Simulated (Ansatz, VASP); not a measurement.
**One calculation of Fe, two programs**

```
Fe
1.0
     2.41782    0.00000    0.00000
    -1.20891    2.09389    0.00000
     0.00000    0.00000    3.81615
Fe
2
Direct
  0.33333 0.66667 0.25000
  0.66667 0.33333 0.75000
```

Change from the starting cell: volume scaled by 0.98, crystal datasets.

Alike in both runs: task electric field gradients; functional PBEsol; k mesh 17 × 17 × 10; occupations fermi-dirac, width 0.08 eV; no spin polarisation.

```csv
,VASP,Ansatz
version,VASP 6.6.1,Ansatz 0.2.0
potentials or method,"VASP PAW PBE potentials, release 64 (Fe), cutoff 520 eV","all-electron PAW with datasets made for the crystal, scalar-relativistic"
```

VASP gave:

| Item | Value |
| --- | --- |
| pressure (GPa) | 5.0 |
| largest component of the traceless stress (GPa) | 0.70 |
| Vzz of the field gradient on the site that differs most (V/Å²) | -8.5 |

**Question.** Which values does Ansatz return?

**Answer.** Pressure (GPa): 5.4; largest component of the traceless stress (GPa): 0.80; Vzz of the field gradient on the site that differs most (V/Å²): -4.7.

Ansatz ran all-electron here, so the differences hold the error of VASP's frozen core and of both bases. Ansatz warned: «printed_levels_off».

Caveats: the PAW data sets were made with another functional, which shifts forces and pressure a little (VASP); the run has no spin polarisation, though such a crystal can be magnetic. Spin polarisation is off, so any magnetic state and its effect on volume and gap are missing.
